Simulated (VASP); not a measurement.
# NaF (Villiaumite): relaxation of the atoms with LDA

NaF (Villiaumite):

```
Na F
1.0
     0.00000    2.24909    2.24909
     2.24909    0.00000    2.24909
     2.24909    2.24909    0.00000
Na F
1 1
Direct
  0.00000 0.00000 0.00000
  0.50000 0.50000 0.50000
```

| Quantity | Value |
| --- | --- |
| Program | VASP 6.6.1 |
| Task | relaxation of the atoms |
| Functional | LDA |
| Potentials or basis | VASP PAW LDA potentials, release 64 (Na_pv, F) |
| Cutoff | 600 eV |
| k mesh | 10 × 10 × 10 |
| Occupations | gaussian, width 0.03 eV |
| Spin | no spin polarisation |
| Further INCAR settings | ALGO = Normal; EDIFF = 1e-07; IBRION = 2; EDIFFG = -0.01; NSW = 40 |

The pressure after relaxing is 0.0 GPa and the band gap on the k mesh is 6.46 eV, direct.

Final structure:
```
CELL_PARAMETERS angstrom
0.00000 2.24909 2.24909
2.24909 0.00000 2.24909
2.24909 2.24909 0.00000
ATOMIC_POSITIONS crystal
Na 0.00000 0.00000 0.00000
F 0.50000 0.50000 0.50000
```

Levels at points of the mesh, in eV from the valence-band top:
```csv
k point,band 4,band 5,band 6,band 7,band 8,band 9,band 10,band 11
"(0.00, 0.00, 0.00)",-18.51,0.00,0.00,0.00,6.46,19.15,19.15,19.15
"(0.50, 0.00, 0.00)",-17.59,-1.87,-0.32,-0.32,10.93,12.86,20.64,20.64
"(0.50, 0.50, 0.00)",-18.59,-1.47,-0.46,-0.46,13.12,13.49,14.14,20.49
```

Wall time 6.4 s on 1 thread of AMD EPYC 9R45 96-Core Processor (Zen 5) (shared host), peak memory 0.11 GiB.

Caveat: the relaxation stopped at its first step, so nothing moved. A k mesh can miss the band edges.
